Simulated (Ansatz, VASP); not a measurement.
## One calculation of GaAs, two programs

File INCAR:

```
SYSTEM = GaAs
  ALGO = Normal
  EDIFF = 1E-7
  ENCUT = 520
  GGA = PE
  ISIF = 2
  ISMEAR = 0
  LASPH = .TRUE.
  LCHARG = .TRUE.
  LELF = .TRUE.
  LREAL = .FALSE.
  LVHAR = .TRUE.
  LWAVE = .FALSE.
  NBANDS = 16
  NELM = 80
  PREC = Accurate
  SIGMA = 0.05
```

The input KPOINTS:

```
k-points
0
G
  10 10 10
  0 0 0
```

Contents of POSCAR:

```
GaAs
1.0
    0.0000000000      2.8725251716      2.8725251716
    2.8725251716      0.0000000000      2.8725251716
    2.8725251716      2.8725251716      0.0000000000
Ga As
1 1
Direct
    0.0000000000      0.0000000000      0.0000000000
    0.7500000000      0.7500000000      0.7500000000
```

Input for Ansatz:

```yaml
crystal:
  lattice:
    - [0.0, 2.8725251716, 2.8725251716]
    - [2.8725251716, 0.0, 2.8725251716]
    - [2.8725251716, 2.8725251716, 0.0]
  atoms:
    - { symbol: Ga, position: [0.0, 0.0, 0.0] }
    - { symbol: As, position: [0.75, 0.75, 0.75] }
basis:
  ecutwfc: 420
  ecutrho_ratio: 4
kpoints:
  mp_grid: { grid: [10, 10, 10] }
hamiltonian:
  xc: pbe
scf:
  occupations: { method: gaussian, width: 0.05 }
output:
  forces: true
  stress: true
  eigenvalues: true
```

Alike in both runs: task single point; functional PBE; k mesh 10 × 10 × 10; occupations gaussian, width 0.05 eV; no spin polarisation.

```csv
,VASP,Ansatz
version,VASP 6.6.1,Ansatz 0.2.0
potentials or method,"VASP PAW PBE potentials, release 64 (Ga_d, As)","scalar-relativistic, plane waves, PAW"
plane-wave cutoff (eV),520,420
valence electrons in the cell,18,28
```

```tsv
	VASP	Ansatz	Ansatz less VASP
gap on the k mesh at the Fermi level (eV)	0.16	0.16	-0.003
least direct gap on the mesh (eV)	0.16	0.16	-0.003
pressure (GPa)	0.2	0.0	-0.17
```

The functional is the same, so the differences come from potentials, cutoffs and numerics. The two sets of potentials don't hold the same shells in valence.
